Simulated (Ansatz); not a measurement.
# Band structure of MoS$_{2}$

```xyz
6
Lattice="3.1610 0.0000 0.0000 -1.5805 2.7375 0.0000 0.0000 0.0000 12.2950" Properties=species:S:1:pos:R:3 pbc="T T T"
Mo    0.0000    1.8250    3.0737
Mo    1.5805    0.9125    9.2212
S     0.0000    1.8250    7.7151
S     1.5805    0.9125    1.5676
S     0.0000    1.8250   10.7274
S     1.5805    0.9125    4.5799
```

Atom numbers follow the list: Mo1, Mo2, S3, S4, S5, S6.

The geometry is COD entry 9007660, unchecked; take it as a test cell.

Method: DFT, LDA, all-electron LAPW, scalar-relativistic (Ansatz 0.2.0).

Sampling and basis: a Γ-centred 10×10×3 k mesh, Fermi–Dirac smearing of 0.03 eV, basis error target 1 meV/atom, no spin polarisation.

Points in fractions of the reciprocal vectors of this cell: Γ (0, 0, 0), M (0.5, 0, 0), K (0.333, 0.333, 0), A (0, 0, 0.5), L (0.5, 0, 0.5), H (0.333, 0.333, 0.5). The path runs Γ–M–K–Γ–A–L–H–A–L. Energies are in eV from the top of the valence band; (×n) counts levels within 4 meV of each other, which need not be degenerate by symmetry.

Metal or insulator at this level of theory?

An insulator or semiconductor: gap 0.68 eV, indirect from Γ to K (0.333, 0.333, 0).

Tabulate bands 55 to 61, counted from the lowest band of the run, along the path.


| k (1/Å) | point | band 55 | band 56 | band 57 | band 58 | band 59 | band 60 | band 61 |
| --- | --- | --- | --- | --- | --- | --- | --- | --- |
| 0.00 | Γ | -2.58 | -1.30 | -1.19 | 0.00 | 1.96 | 1.96 | 1.97 |
| 0.16 |  | -2.42 | -1.19 | -1.18 | -0.16 | 1.86 | 1.88 | 2.10 |
| 0.33 |  | -2.25 | -1.23 | -1.16 | -0.64 | 1.62 | 1.71 | 1.91 |
| 0.49 |  | -2.31 | -1.45 | -1.44 | -1.27 | 1.22 | 1.65 | 1.80 |
| 0.66 |  | -2.50 | -1.86 | -1.84 | -1.68 | 1.18 | 1.43 | 1.61 |
| 0.82 |  | -2.26 | -2.19 | -2.02 | -1.75 | 1.33 | 1.40 | 1.46 |
| 0.98 |  | -2.12 | -1.98 | -1.80 | -1.56 | 1.34 | 1.41 | 1.70 |
| 1.15 | M | -2.03 | -1.88 | -1.60 | -1.47 | 1.36 | 1.41 | 1.85 |
| 1.24 |  | -2.22 | -2.06 | -1.55 | -1.40 | 1.40 | 1.40 | 1.85 |
| 1.34 |  | -2.45 | -2.44 | -1.48 | -1.32 | 1.36 | 1.44 | 1.88 |
| 1.43 |  | -2.78 | -2.42 | -1.42 | -1.25 | 1.27 | 1.37 | 2.05 |
| 1.53 |  | -2.83 | -2.44 | -1.34 | -1.17 | 1.12 | 1.19 | 2.27 |
| 1.62 |  | -2.87 | -2.52 | -1.23 | -1.07 | 0.94 | 0.97 | 2.02 |
| 1.72 |  | -2.87 | -2.65 | -1.10 | -0.96 | 0.76 | 0.77 | 1.89 |
| 1.81 | K | -2.79 | -2.79 | -1.04 | -0.90 | 0.68 | 0.68 | 1.84 |
| 2.00 |  | -2.80 | -2.47 | -1.28 | -1.16 | 0.95 | 1.04 | 1.93 |
| 2.19 |  | -2.38 | -2.15 | -1.62 | -1.57 | 1.11 | 1.67 | 1.79 |
| 2.38 |  | -1.95 | -1.85 | -1.78 | -1.74 | 0.84 | 1.55 | 1.63 |
| 2.57 |  | -1.93 | -1.54 | -1.52 | -1.40 | 0.96 | 1.58 | 1.59 |
| 2.76 |  | -2.09 | -1.27 | -1.13 | -0.82 | 1.43 | 1.59 | 1.84 |
| 2.95 |  | -2.37 | -1.19 | -1.15 | -0.22 | 1.81 | 1.86 | 2.08 |
| 3.14 | Γ | -2.58 | -1.30 | -1.19 | 0.00 | 1.96 | 1.96 | 1.97 |
| 3.17 |  | -2.58 | -1.44 | -1.06 | -0.01 | 1.96 | 1.96 | 1.97 |
| 3.21 |  | -2.58 | -1.63 | -0.90 | -0.02 | 1.96 | 1.96 | 1.97 |
| 3.24 |  | -2.58 | -1.83 | -0.75 | -0.05 | 1.96 | 1.96 | 1.97 |
| 3.28 |  | -2.58 | -2.04 | -0.62 | -0.09 | 1.96 | 1.96 | 1.97 |
| 3.32 |  | -2.59 | -2.24 | -0.49 | -0.15 | 1.96 | 1.96 | 1.97 |
| 3.35 |  | -2.59 | -2.45 | -0.39 | -0.21 | 1.96 | 1.96 | 1.97 |
| 3.39 | A | -2.59 | -2.59 | -0.29 | -0.29 | 1.96 | 1.96 | 1.96 |
| 3.55 |  | -2.19 | -2.19 | -0.39 | -0.39 | 1.87 | 1.87 | 2.10 |
| 3.72 |  | -1.97 | -1.97 | -0.73 | -0.73 | 1.70 | 1.70 | 2.00 |
| 3.88 |  | -2.02 | -2.02 | -1.26 | -1.26 | 1.52 | 1.52 | 1.74 |
| 4.05 |  | -2.25 | -2.25 | -1.72 | -1.72 | 1.51 | 1.51 | 1.53 |
| 4.21 |  | -2.31 | -2.31 | -1.83 | -1.83 | 1.39 | 1.39 | 1.68 |
| 4.37 |  | -2.05 | -2.05 | -1.65 | -1.65 | 1.37 | 1.37 | 1.87 |
| 4.54 | L | -1.96 | -1.96 | -1.53 | -1.53 | 1.38 | 1.38 | 1.97 |
| 4.63 |  | -2.14 | -2.14 | -1.46 | -1.46 | 1.39 | 1.39 | 1.97 |
| 4.73 |  | -2.51 | -2.51 | -1.38 | -1.38 | 1.40 | 1.40 | 2.01 |
| 4.82 |  | -2.63 | -2.63 | -1.32 | -1.32 | 1.32 | 1.32 | 2.13 |
| 4.92 |  | -2.68 | -2.68 | -1.25 | -1.25 | 1.16 | 1.16 | 2.31 |
| 5.01 |  | -2.77 | -2.77 | -1.15 | -1.15 | 0.95 | 0.95 | 2.38 |
| 5.11 |  | -2.87 | -2.87 | -1.03 | -1.03 | 0.76 | 0.76 | 2.32 |
| 5.20 | H | -2.92 | -2.92 | -0.98 | -0.98 | 0.68 | 0.68 | 2.30 |
| 5.39 |  | -2.70 | -2.70 | -1.22 | -1.22 | 1.00 | 1.00 | 2.24 |
| 5.58 |  | -2.30 | -2.30 | -1.59 | -1.59 | 1.39 | 1.39 | 1.80 |
| 5.77 |  | -1.95 | -1.95 | -1.75 | -1.75 | 1.16 | 1.16 | 1.72 |
| 5.96 |  | -1.77 | -1.77 | -1.48 | -1.48 | 1.24 | 1.24 | 1.68 |
| 6.15 |  | -1.84 | -1.84 | -0.86 | -0.86 | 1.54 | 1.54 | 1.89 |
| 6.34 |  | -2.13 | -2.13 | -0.42 | -0.42 | 1.83 | 1.83 | 2.15 |
| 6.53 | A | -2.59 | -2.59 | -0.29 | -0.29 | 1.96 | 1.96 | 1.96 |

Kohn–Sham gaps of semilocal functionals usually fall short of measured ones.
